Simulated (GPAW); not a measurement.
Set up this calculation in GPAW 26.7.0, as an ASE script.

```yaml
Task: relaxation of cell and atoms
Functional: SCAN
Dispersion: D3(BJ)
Potentials_or_basis: GPAW PAW data sets (gpaw-data 1.2.1)
Cutoff: 600 eV
Basis: pw
k_mesh: 5 × 5 × 3
Occupations: fermi-dirac, width 0.05 eV
Spin: no spin polarisation
Maxiter: 150
Optimizer: BFGS
Fmax: 0.05 eV/Å
Max_steps: 100
```

The structure of CdSe (Cadmoselite) lies in POSCAR:

```
CdSe
1.0
    4.3000000000      0.0000000000      0.0000000000
   -2.1500000000      3.7239092363      0.0000000000
    0.0000000000      0.0000000000      7.0200000000
Cd Se
2 2
Direct
    0.6666666667      0.3333333333      0.5000000000
    0.3333333333      0.6666666667      0.0000000000
    0.6666666667      0.3333333333      0.8850000000
    0.3333333333      0.6666666667      0.3850000000
```

These files were run (other wordings do the same):

run.py

```python
from ase.calculators.mixing import SumCalculator
from ase.filters import FrechetCellFilter
from ase.io import read, write
from ase.optimize import BFGS
from dftd3.ase import DFTD3
from gpaw import GPAW, PW

atoms = read('POSCAR')

calc = GPAW(mode=PW(600),
            xc='MGGA_X_SCAN+MGGA_C_SCAN',
            kpts={'size': (5, 5, 3), 'gamma': True},
            occupations={'name': 'fermi-dirac', 'width': 0.05},
            nbands=31,
            convergence={'density': 1e-05, 'energy': 1e-05},
            maxiter=150,
            txt='gpaw.txt')
atoms.calc = SumCalculator([calc, DFTD3(method='scan', damping='d3bj')])
opt = BFGS(FrechetCellFilter(atoms), trajectory='relax.traj', logfile='-')
done = opt.run(fmax=0.05, steps=100)
calc.write('gs.gpw')
write('result.traj', atoms)
print('Converged:', done)
print('Cell:', atoms.cell.cellpar().round(4))
print('Volume:', round(atoms.get_volume(), 4))
print(atoms.get_scaled_positions().round(5))
```

Potentials or basis: GPAW PAW data sets (gpaw-data 1.2.1), pw.

The run is started by

```sh
$ OMP_NUM_THREADS=1 python run.py
```

Results of the run:

* Relaxed volume: 28.24 Å³/atom
* Relaxed cell: a = 4.318 Å, b = 4.318 Å, c = 6.995 Å, α = 90.00°, β = 90.00°, γ = 120.00°
* Space group after relaxing (to 0.05 Å): P6_3mc (No. 186)
* Energy gained by relaxing: 4.8 meV/atom
* Ionic steps: 4
* Pressure after relaxing: 0.0 GPa
* Largest force after relaxing: 0.016 eV/Å
* Band gap on the k mesh: 1.04 eV, direct
* Dispersion energy per atom: -0.099 eV

Caveat: later steps reuse the first step's grids; the PAW data sets were made with another functional, which shifts forces and pressure a little.

Run time: 5.7 min on 1 thread of Arm Neoverse V1, on a shared host, peak memory 0.74 GiB.
